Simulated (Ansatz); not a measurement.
# BN: the cost of one run

Method: DFT PBE, scalar-relativistic, plane waves, PAW, in Ansatz 0.2.0.

**1. The structure to begin with**

The structure is cubic, space group F-43m (No. 216). Conventional cell: a = 3.626 Å, b = 3.626 Å, c = 3.626 Å, α = 90.00°, β = 90.00°, γ = 90.00°. Around B (site symmetry -43m) lie 4 N at 1.57 Å. N (site symmetry -43m) has 4 B at 1.57 Å in its first shell of neighbours.

Coordinates:

```
B N
1.0
     0.00000    1.81300    1.81300
     1.81300    0.00000    1.81300
     1.81300    1.81300    0.00000
B N
1 1
Direct
  0.00000 0.00000 0.00000
  0.75000 0.75000 0.75000
```

It goes back to an entry of the Materials Project.

The cell is taken as given, not relaxed at this level.

**2. Zero of energy**

Reference values: F = -542.2757 eV; pressure -0.41 GPa; largest force 0.000 eV/Å; gap on the mesh 4.46 eV. It was computed beforehand with the settings of the runs below.

**3. Setting up a two-dimensional strain map**

The cell is strained by p along both x and y and by q along z, with fractional coordinates fixed.

**4. At p = -0.080, q = -0.080**

File input.yaml:

```yaml
crystal:
  lattice:
    - [0.0, 1.66796092, 1.66796092]
    - [1.66796092, 0.0, 1.66796092]
    - [1.66796092, 1.66796092, 0.0]
  atoms:
    - { symbol: B, position: [0.0, 0.0, 0.0] }
    - { symbol: "N", position: [0.75, 0.75, 0.75] }
basis:
  ecutwfc: 420
kpoints:
  mp_grid: { grid: [12, 12, 12] }
hamiltonian:
  xc: pbe
scf:
  occupations: { method: gaussian, width: 0.05 }
output:
  forces: true
  stress: true
  eigenvalues: true
```

Run with:

```
$ ansatz run input.yaml --threads 1 --pin off --max-ram 2560MiB --backend cpu --events-out ev --progress --plain --runs-dir out
```

What time and memory should one allow on 1 thread of Intel Xeon at 2.50GHz (Skylake/Cascade Lake), shared host?

About 2.1 s, with a peak of 0.28 GiB.
